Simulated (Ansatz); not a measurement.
## V_N (site 1) in Si3N4 (P6_3/m): charge-transition levels and formation energies

Wanted: the transition levels of a vacancy in Si3N4 (P6_3/m), from a cell of 126 host atoms with 1 N taken out.

Main program and level: Ansatz 0.2.0; place-levels on PBEsol runs: charge-transition levels and formation energies with image-charge correction and potential alignment at the atomic sites; PAW set soft_1.

## (1) The starting structure

The cell holds 125 atoms: 54 Si and 71 N. Its edges and angles: a = 13.602 Å, b = 13.602 Å, c = 8.993 Å, α = 90.0°, β = 90.0°, γ = 120.0°. It derives from Si3N4 (space group P6_3/m). Nearest the centre at fractional (0.576, 0.453, 0.583): Si100 at 1.79 Å, Si59 at 1.79 Å, Si56 at 1.79 Å, N62 at 2.86 Å, N122 at 2.90 Å, N81 at 2.90 Å, N115 at 2.90 Å, N74 at 2.90 Å.

Screening for the image-charge correction: ε∞ = (4.29, 4.29, 4.37), ε0 = (8.29, 8.29, 8.25), from a response run on this crystal (DFPT, PBEsol) at that run's own cell.

The relaxed host is scaled by +3.0 % along all axes; the dielectric constants are those of the unstrained host.

The cell's shortest repeat is 9.0 Å.

## (2) Charge states

A transition level is the Fermi level at which two charge states cost the same, so each charge needs its own total energy, at its own relaxed structure.

Each atom starts 0.05 Å or so off its site in a random direction: a symmetric start keeps its symmetry, and would miss off-centre moves and Jahn–Teller distortions. Forces are taken at one point at (¼, ¼, ¼). The cell holds 1 electron fewer than the neutral one, with a uniform background that keeps it neutral on the whole.

The sampling was tested on the host first: at the k-points planned (1x1x1 shifted 0.25 0.25 0.25) its energy lies 0.000 eV an atom from the dense-mesh value, under the bound of 0.02 eV set for this test; that bounds the host's error, not the defect's.

One state's input; the others differ in charge, spin, start and seed, and in occupations where the table says so.

The input, qp1.relax/input.yaml:

```yaml
crystal:
  lattice:
    - [11.77978646, 6.80106288, 0.0]
    - [-11.77978646, 6.80106288, 0.0]
    - [0.0, 0.0, 2.99756345]
  atoms:
    - { symbol: Si, position: [0.01950046, 0.80655545, 0.75] }
    - { symbol: Si, position: [0.3528338, 0.47322211, 0.75] }
    - { symbol: Si, position: [0.68616713, 0.13988878, 0.75] }
    - { symbol: Si, position: [0.21294502, 0.01950046, 0.25] }
    - { symbol: Si, position: [0.54627835, 0.68616713, 0.25] }
    - { symbol: Si, position: [0.87961168, 0.3528338, 0.25] }
    - { symbol: Si, position: [0.13988878, 0.45372165, 0.25] }
    - { symbol: Si, position: [0.47322211, 0.12038832, 0.25] }
    - { symbol: Si, position: [0.80655545, 0.78705498, 0.25] }
    - { symbol: Si, position: [0.19344455, 0.21294502, 0.75] }
    - { symbol: Si, position: [0.52677789, 0.87961168, 0.75] }
    - { symbol: Si, position: [0.86011122, 0.54627835, 0.75] }
    - { symbol: Si, position: [0.12038832, 0.6471662, 0.75] }
    - { symbol: Si, position: [0.45372165, 0.31383287, 0.75] }
    - { symbol: Si, position: [0.78705498, 0.98049954, 0.75] }
    - { symbol: Si, position: [0.31383287, 0.86011122, 0.25] }
    - { symbol: Si, position: [0.6471662, 0.52677789, 0.25] }
    - { symbol: Si, position: [0.98049954, 0.19344455, 0.25] }
    - { symbol: "N", position: [0.0, 0.66666667, 0.75] }
    - { symbol: "N", position: [0.33333333, 0.33333333, 0.75] }
    - { symbol: "N", position: [0.66666667, 0.0, 0.75] }
    - { symbol: "N", position: [0.0, 0.33333333, 0.25] }
    - { symbol: "N", position: [0.33333333, 0.0, 0.25] }
    - { symbol: "N", position: [0.66666667, 0.66666667, 0.25] }
    - { symbol: "N", position: [0.21345843, 0.45653274, 0.75] }
    - { symbol: "N", position: [0.54679176, 0.12319941, 0.75] }
    - { symbol: "N", position: [0.8801251, 0.78986608, 0.75] }
    - { symbol: "N", position: [0.09025902, 0.8801251, 0.25] }
    - { symbol: "N", position: [0.42359235, 0.54679176, 0.25] }
    - { symbol: "N", position: [0.75692569, 0.21345843, 0.25] }
    - { symbol: "N", position: [0.12319941, 0.57640765, 0.25] }
    - { symbol: "N", position: [0.45653274, 0.24307431, 0.25] }
    - { symbol: "N", position: [0.78986608, 0.90974098, 0.25] }
    - { symbol: "N", position: [0.21013392, 0.09025902, 0.75] }
    - { symbol: "N", position: [0.54346726, 0.75692569, 0.75] }
    - { symbol: "N", position: [0.87680059, 0.42359235, 0.75] }
    - { symbol: "N", position: [0.1198749, 0.21013392, 0.25] }
    - { symbol: "N", position: [0.45320824, 0.87680059, 0.25] }
    - { symbol: "N", position: [0.78654157, 0.54346726, 0.25] }
    - { symbol: "N", position: [0.24307431, 0.78654157, 0.75] }
    - { symbol: "N", position: [0.57640765, 0.45320824, 0.75] }
    - { symbol: "N", position: [0.90974098, 0.1198749, 0.75] }
  supercell: [1, 1, 3]
  defects: [{ vacancy: 82 }]
total_charge: 1
basis:
  ecutwfc: 420
  xc_grid: 2
hamiltonian:
  xc: pbesol
  pseudopotentials: { kind: paw, azcp: { folder: soft_1 }, xc_functional: pbe }
kpoints:
  mp_grid: { grid: [1, 1, 1], shift: [0.25, 0.25, 0.25] }
scf:
  occupations: { method: fixed }
  max_iter: 60
output:
  forces: true
  charged_corrections: { epsilon: [4.29, 4.29, 4.37], static_epsilon: [8.29, 8.29, 8.25] }
relax:
  f_tol: 0.02
  max_steps: 80
  random_displacement: { amplitude: 0.05, seed: 3568 }
checkpoint:
  write: "../qp1.relax.run"
  compress: false
  write_wavefunctions: true
  write_every: 100000
```

Started as:

```console
$ ansatz run input.yaml --threads 8 --pin off --max-ram 15073MiB --backend cpu --events-out ev --progress --plain --runs-dir out
```

The relaxed structure is kept and the sampling changed to a 2×2×2 shifted mesh.

The run of this state that the levels use, under PBEsol:

The input, qp1.point/input.yaml:

```yaml
crystal:
  checkpoint: "../qp1.relax.run"
  host: checkpoint
total_charge: 1
basis:
  ecutwfc: 420
  xc_grid: 2
hamiltonian:
  xc: pbesol
  pseudopotentials: { kind: paw, azcp: { folder: soft_1 }, xc_functional: pbe }
kpoints:
  mp_grid: { grid: [2, 2, 2], shift: [0.5, 0.5, 0.5] }
scf:
  occupations: { method: fermi_dirac, width: 0.01 }
  max_iter: 60
output:
  forces: true
  eigenvalues: true
  charged_corrections:
    epsilon: [4.29, 4.29, 4.37]
    static_epsilon: [8.29, 8.29, 8.25]
    defect_position: [0.576408, 0.453208, 0.583333]
  eigenstates: { localisation: true }
  populations: true
  band_densities: [{ bands: [v1, v1] }, { bands: [c1, c1] }]
  write_density: true
  write_potential: true
  volumetric_format: npy
checkpoint:
  read: "../qp1.relax.run"
  write: "../qp1.point.run"
  compress: false
  write_wavefunctions: false
  write_every: 100000
```

Relaxations under PBEsol at one point at (¼, ¼, ¼); times on 8 threads of Arm Neoverse V2, shared host:

| charge | moment (μB) | occupations | outcome | steps | largest displacement against the far atoms (Å) | time |
| --- | --- | --- | --- | --- | --- | --- |
| 0 | 1 | fixed | converged | 6 | 0.17 | 3.3 min |
| +1 | 0 | fixed | converged | 14 | 0.94 | 2.8 min |
| +2 | 1 | fixed | converged | 13 | 0.96 | 6.7 min |
| +3 | 0 | fixed | not converged | - | - | 41 s |
| +3 | 0 | fermi-dirac | converged | 15 | 0.98 | 3.9 min |
| +3 | 2 | fixed | converged | 12 | 0.95 | 7 min |

Single points under PBEsol at a 2×2×2 shifted mesh; times on 8 threads of Arm Neoverse V2, shared host:

| charge | moment (μB) | occupations | outcome | time |
| --- | --- | --- | --- | --- |
| 0 | 1 | fermi-dirac | converged | 3.4 min |
| +1 | 0 | fermi-dirac | converged | 1.8 min |
| +2 | 1 | fermi-dirac | converged | 3.6 min |
| +3 | 0 | fermi-dirac | converged | 1.8 min |
| +3 | 2 | fermi-dirac | converged | 3.9 min |

Distances (Å) from the ideal centre to the nearest atoms after relaxation with PBEsol:

| charge | moment (μB) | 1. | 2. | 3. | 4. | 5. | 6. |
| --- | --- | --- | --- | --- | --- | --- | --- |
| 0 | 1 | Si 1.67 | Si 1.79 | Si 1.90 | N 2.76 | N 2.85 | N 2.86 |
| +1 | 0 | Si 1.79 | Si 1.79 | Si 2.72 | N 2.95 | N 2.95 | N 2.95 |
| +2 | 1 | Si 2.00 | Si 2.01 | Si 2.74 | N 2.96 | N 2.96 | N 2.97 |
| +3 | 0 | Si 2.29 | Si 2.29 | Si 2.75 | N 2.96 | N 2.96 | N 2.96 |
| +3 | 2 | Si 2.00 | Si 2.00 | Si 2.73 | N 2.96 | N 2.96 | N 2.97 |

## (3) Levels against the band edges, PBEsol

A charged cell interacts with its images and the background, and its potential has another zero than the host's. place-levels removes the first by a point-charge model, screened by the static dielectric constant since the ions have relaxed around the charge, and the second by comparing potentials at atoms far from the defect.

The host is a run of the defect-free crystal in the same cutoffs, grids and k-points, so that basis and sampling errors cancel in part in the differences. Its band edges come from a run of the primitive cell that searches the zone for them. Chemical potentials are energies per atom of N (N2 molecule), run with the same functional and cutoff.

The input, levels.point.yaml:

```yaml
host:
  run: host.point.run
  levels_from: { run: edges.point.run }
states: [q0_M1.point.run, qp1.point.run, qp2_M1.point.run, qp3.point.run, qp3_M2.point.run]
geometry_from:
  q0_M1.point.run: q0_M1.relax.run
  qp1.point.run: qp1.relax.run
  qp2_M1.point.run: qp2_M1.relax.run
  qp3.point.run: qp3.relax_smeared.run
  qp3_M2.point.run: qp3_M2.relax.run
  host.point.run: host.relax.run
chemical_potentials:
  "N":
    energy: -378.476431
    dataset: "<sha256 of the dataset>"
epsilon: [4.29, 4.29, 4.37]
static_epsilon: [8.29, 8.29, 8.25]
vertical:
  - { from: qp1.point.run, to: qp1.point_neutral.run }
  - { from: qp2_M1.point.run, to: qp2_M1.point_neutral.run }
  - { from: qp3.point.run, to: qp3.point_neutral.run }
  - { from: qp3_M2.point.run, to: qp3_M2.point_neutral.run }
```

Started as:

```console
$ ansatz place-levels levels.point.yaml -- --threads 8 --pin off --max-ram 15073MiB
```

Numbers of over 12 decimals in the logs are rounded to 6 here.

The log of the run:

```text
[... repeated set-up lines and file paths are left out, and long positions are rounded to six places ...]
(+3/+2) 0.485 eV beneath the valence edge, in the valence band
(+2/+1) 0.380 eV beneath the valence edge, in the valence band
(+1/0) 2.079 eV above the valence edge, 1.687 eV under the conduction edge
formation energy of charge +3: +4.302 eV with the Fermi level at the valence edge
formation energy of charge +2: +3.817 eV with the Fermi level at the valence edge
formation energy of charge +1: +3.437 eV with the Fermi level at the valence edge
formation energy of charge 0: +5.515 eV with the Fermi level at the valence edge
vertical +1 to 0: no energy, since no alignment is typed
  the change from vertical[0].from (qp1.point.run) to vertical[0].to (qp1.point_neutral.run): by its potential at epsilon [4.29, 4.29, 4.37] it stands at 0.630 0.514 0.583, with an rms radius of about 2.7 Å (1.2 1.1 2.2 Å across the planes of the cell's [...]
vertical +2 to 0: no energy, since no alignment is typed
  the change from vertical[1].from (qp2_M1.point.run) to vertical[1].to (qp2_M1.point_neutral.run): by its potential at epsilon [4.29, 4.29, 4.37] it stands at 0.618 0.507 0.584, with an rms radius of about 3.5 Å (2.0 2.2 1.8 Å across the planes of the cell's [...]
vertical +3 to 0: no energy, since no alignment is typed
  the change from vertical[2].from (qp3.point.run) to vertical[2].to (qp3.point_neutral.run): by its potential at epsilon [4.29, 4.29, 4.37] it stands at 0.642 0.527 0.584, with an rms radius of about 3.3 Å (1.8 1.8 2.1 Å across the planes of the cell's [...]
vertical +3 to 0: no energy, since no alignment is typed
  the change from vertical[3].from (qp3_M2.point.run) to vertical[3].to (qp3_M2.point_neutral.run): by its potential at epsilon [4.29, 4.29, 4.37] it stands at 0.640 0.493 0.583, with an rms radius of about 4.5 Å (2.6 2.8 2.3 Å across the planes of the cell's [...]
  edges by pbesol of host.levels_from (edges.point.run), its mesh sampled to repeats of 26.98 Å (the valence edge +0.117 eV and the conduction edge -0.351 eV from those of the host's own run), gap 3.765 eV; the host is sampled to repeats of 27.20 Å
  the defect's cells are sampled to repeats of 27.20 Å, like sampling
  charge +3: -60595.4897 eV with its correction of +1.428 eV, at epsilon [8.29, 8.29, 8.25], aligned at sites: -0.1597 eV, mean over 93 atomic sites at or beyond 4.50 Å from the host's site at [0.5792, 0.4551, 0.5833] by the defect at [0.5764, 0.4532, [...]
  charge +2: -60588.8721 eV with its correction of +0.606 eV, at epsilon [8.29, 8.29, 8.25], aligned at sites: -0.1206 eV, mean over 93 atomic sites at or beyond 4.50 Å from the host's site at [0.5792, 0.4551, 0.5833] by the defect at [0.5764, 0.4532, [...]
  charge +1: -60582.1501 eV with its correction of +0.122 eV, at epsilon [8.29, 8.29, 8.25], aligned at sites: -0.0899 eV, mean over 93 atomic sites at or beyond 4.50 Å from the host's site at [0.5792, 0.4551, 0.5833] by the defect at [0.5764, 0.4532, [...]
  charge 0: +0.000 eV for its dipole among its images, +0.000 omitted
  charge +3: states[4] (qp3_M2.point.run) stands 0.386 eV higher, with a moment of 2.00 μB against 0.00
  states[4] (qp3_M2.point.run): levels filled in part (TS 0.006 eV): its energy is of no whole electron's
  of states[3] (qp3.point.run): it parts from the run at its places by a charge that spreads by about 2.1 Å along one vector (1.6 Å or more is wide), by its potential at epsilon [4.29, 4.29, 4.37], taken for that of held ions (one typed too small widens it), [...]
  of states[2] (qp2_M1.point.run): it parts from the run at its places by a charge that spreads by about 1.8 Å along one vector (1.6 Å or more is wide), by its potential at epsilon [4.29, 4.29, 4.37], taken for that of held ions (one typed too small widens [...]
  of states[1] (qp1.point.run): it parts from the run at its places by a charge that spreads by about 2.2 Å along one vector (1.6 Å or more is wide), by its potential at epsilon [4.29, 4.29, 4.37], taken for that of held ions (one typed too small widens it), [...]
  of states[0] (q0_M1.point.run): stability_check_not_made
  of states[4] (qp3_M2.point.run): it parts from the run at its places by a charge that spreads by about 2.3 Å along one vector (1.6 Å or more is wide), by its potential at epsilon [4.29, 4.29, 4.37], taken for that of held ions (one typed too small widens [...]
  of vertical[0].from (qp1.point.run): it parts from the run at its places by a charge that spreads by about 2.2 Å along one vector (1.6 Å or more is wide), by its potential at epsilon [4.29, 4.29, 4.37], taken for that of held ions (one typed too small [...]
  of vertical[1].from (qp2_M1.point.run): stability_check_not_made; [...]
  vertical[1].to (qp2_M1.point_neutral.run): levels filled in part (TS 0.009 eV): its energy is of no whole electron's
  of vertical[2].from (qp3.point.run): it parts from the run at its places by a charge that spreads by about 2.1 Å along one vector (1.6 Å or more is wide), by its potential at epsilon [4.29, 4.29, 4.37], taken for that of held ions (one typed too small [...]
  vertical[3].from (qp3_M2.point.run): levels filled in part (TS 0.006 eV): its energy is of no whole electron's
  of vertical[3].from (qp3_M2.point.run): its moments are held at its close (magnetization.spin_locking), by a field of 0.081 eV a Bohr magneton, and its energy and levels are of the state that this holds: a run that lets them go can end lower; [...]
  vertical[3].to (qp3_M2.point_neutral.run): levels filled in part (TS 0.010 eV): its energy is of no whole electron's
```

Elapsed: 0.76 s, on 8 threads of Arm Neoverse V2, shared host.

Levels between the charges placed, in eV above the valence top:

|  | gap (eV) | (+3/+2) | (+2/+1) | (+1/0) |
| --- | --- | --- | --- | --- |
| PBEsol | 3.77 | -0.48 | -0.38 | 2.08 |

Corrections by state:

| charge | moment (μB) | image terms and alignment (eV) | band filling (eV) | ε used | over the lowest of its charge, as the program ranks them, band filling apart (eV) |
| --- | --- | --- | --- | --- | --- |
| +3 | 0.0 | 1.428 | - | principal values (8.25, 8.29, 8.29) | 0.000 |
| +2 | 1.0 | 0.606 | - | principal values (8.25, 8.29, 8.29) | 0.000 |
| +1 | 0.0 | 0.122 | - | principal values (8.25, 8.29, 8.29) | 0.000 |
| 0 | 1.0 | 0.000 | - | - | 0.000 |
| +3 | 2.0 | 1.256 | - | principal values (8.25, 8.29, 8.29) | 0.386 |

The charged structures listed were also run neutral, and place-levels reads from each pair, by the potential or the spins, how wide the charge is by which they differ; that can be the carrier of either run.

| charge | rms radius (Å) | spread where it is widest against the cell (Å) | wide from (Å) | reading |
| --- | --- | --- | --- | --- |
| +3 | 3.3 | 2.11 | 1.56 | wide |
| +2 | 3.5 | 1.84 | 1.56 | wide |
| +1 | 2.7 | 2.15 | 1.56 | wide |

The neutral runs of these pairs need not share the spin of the lowest neutral state, and very wide values only mean spread over the cell.

From the program's caveats on the states, each cut to its opening words:

- charge +3: it parts from the run at its places by a charge that spreads by about 2.1 Å along one vector (1.6 Å or more is wide), by its potential at epsilon [4.29, 4.29, [...]
- charge +3: the far atoms show a dipole or second moment of the defect's charge, for which the correction takes or leaves out 0.101 eV: further moments aren't read, and [...]
- charge +2 (1 μB): it parts from the run at its places by a charge that spreads by about 1.8 Å along one vector (1.6 Å or more is wide), by its potential at epsilon [4.29, 4.29, [...]
- charge +2 (1 μB): the far atoms show a dipole or second moment of the defect's charge, for which the correction takes or leaves out 0.081 eV: further moments aren't read, and [...]
- charge +2 (1 μB), 0 (1 μB): flagged: stability check not made
- charge +1: it parts from the run at its places by a charge that spreads by about 2.2 Å along one vector (1.6 Å or more is wide), by its potential at epsilon [4.29, 4.29, [...]
- charge +3 (2 μB): it parts from the run at its places by a charge that spreads by about 2.3 Å along one vector (1.6 Å or more is wide), by its potential at epsilon [4.29, 4.29, [...]
- charge +3 (2 μB): its alignment with the host at atomic sites is doubtful: the mean over the far sites moves by +0.0597 eV from their farther parts to their nearer, more than [...]
- charge +3 (2 μB): the far atoms show a dipole or second moment of the defect's charge, for which the correction takes or leaves out 0.113 eV: further moments aren't read, and [...]
- charge +3 (2 μB): its moments are held at its close (magnetization.spin_locking), by a field of 0.081 eV a Bohr magneton, and its energy and levels are of the state that this [...]

The host's formation energy from the elements is -1.159 eV per atom at this strain; it sets how far the chemical potentials can move.

Limit set by the element alone; other compounds of these elements are not counted. Chemical potentials from the elements' reference states: N 0.00 eV, Si -2.70 eV. Formation energies (N-rich), with the Fermi level at the valence top and at the conduction bottom (gap 3.77 eV):

| charge | at valence top (eV) | at conduction bottom (eV) | correction included (eV) |
| --- | --- | --- | --- |
| +3 | 4.30 | 15.60 | 1.43 |
| +2 | 3.82 | 11.35 | 0.61 |
| +1 | 3.44 | 7.20 | 0.12 |
| 0 | 5.52 | 5.52 | 0.00 |

```json
{"Fermi level (eV)": "0.00", "lowest formation energy (eV)": "3.44"}
{"Fermi level (eV)": "0.34", "lowest formation energy (eV)": "3.78"}
{"Fermi level (eV)": "0.68", "lowest formation energy (eV)": "4.12"}
{"Fermi level (eV)": "1.03", "lowest formation energy (eV)": "4.46"}
{"Fermi level (eV)": "1.37", "lowest formation energy (eV)": "4.80"}
{"Fermi level (eV)": "1.71", "lowest formation energy (eV)": "5.15"}
{"Fermi level (eV)": "2.06", "lowest formation energy (eV)": "5.49"}
{"Fermi level (eV)": "2.40", "lowest formation energy (eV)": "5.52"}
{"Fermi level (eV)": "2.74", "lowest formation energy (eV)": "5.52"}
{"Fermi level (eV)": "3.08", "lowest formation energy (eV)": "5.52"}
{"Fermi level (eV)": "3.42", "lowest formation energy (eV)": "5.52"}
{"Fermi level (eV)": "3.77", "lowest formation energy (eV)": "5.52"}
```

Limit set by the element alone; other compounds of these elements are not counted. Chemical potentials from the elements' reference states: Si 0.00 eV, N -2.03 eV. Formation energies (Si-rich), with the Fermi level at the valence top and at the conduction bottom (gap 3.77 eV):

| charge | at valence top (eV) | at conduction bottom (eV) | correction included (eV) |
| --- | --- | --- | --- |
| +3 | 2.27 | 13.57 | 1.43 |
| +2 | 1.79 | 9.32 | 0.61 |
| +1 | 1.41 | 5.17 | 0.12 |
| 0 | 3.49 | 3.49 | 0.00 |

| Fermi level (eV) | lowest formation energy (eV) |
| --- | --- |
| 0.00 | 1.41 |
| 0.34 | 1.75 |
| 0.68 | 2.09 |
| 1.03 | 2.43 |
| 1.37 | 2.78 |
| 1.71 | 3.12 |
| 2.06 | 3.46 |
| 2.40 | 3.49 |
| 2.74 | 3.49 |
| 3.08 | 3.49 |
| 3.42 | 3.49 |
| 3.77 | 3.49 |

## (4) Results

```json
{
 "gap of the host": "3.77 eV (PBEsol)",
 "level (plus 3/plus 2)": "0.48 eV below the valence top",
 "level (plus 2/plus 1)": "0.38 eV below the valence top",
 "level (plus 1/0)": "2.08 eV above the valence top",
 "lowest of the charges placed, just above the valence top (0.02 eV)": "+1",
 "lowest of the charges placed, just below the conduction bottom (0.02 eV)": "0",
 "lowest formation energy at mid-gap of the charges run, N-rich": "5.32 eV",
 "lowest formation energy at mid-gap of the charges run, Si-rich": "3.29 eV"
}
```

Of the charges placed (0, +1, +2 and +3), the lowest changes at 2.08 eV (+1/0) above the valence top, in a gap of 3.77 eV. Charges below 0 were not placed, so these runs say nothing of levels that involve them. States placed: +3 at 0 μB and 2 μB; +2 at 1 μB; +1 at 0 μB; 0 at 1 μB. Other spin states or structures, where not listed, weren't placed. The program doubts the alignment of potentials for at least one state, a sign that the cell is small. Limits: the images are only 9.0 Å apart; PBEsol makes the gap too small and tends to spread out bound carriers; where a gas molecule sets a chemical potential or the host's formation energy, its binding is uncorrected; force components of up to 0.17 eV/Å remain in a run at the final settings.

[Logs are printed without paths, hosts, clocks, repeated set-up lines and the standing remarks that a program may print on its own settings, such as how far it seeks lower states.]

[Hosts, paths, dates, database ids (printed as entryN), source tags and the programs' standing remarks are cut or masked in the printed files.]

[Where a table of states has a column of steps, it counts the stored structures, which are thinned; the runs took as many ionic steps or more.]

[A defect's name tells the site on which it was built; relaxed atoms can leave that site.]

[For some hosts the program warned that the k-mesh of the response run may be too coarse for force constants and the static dielectric constant; such warnings are not shown here.]
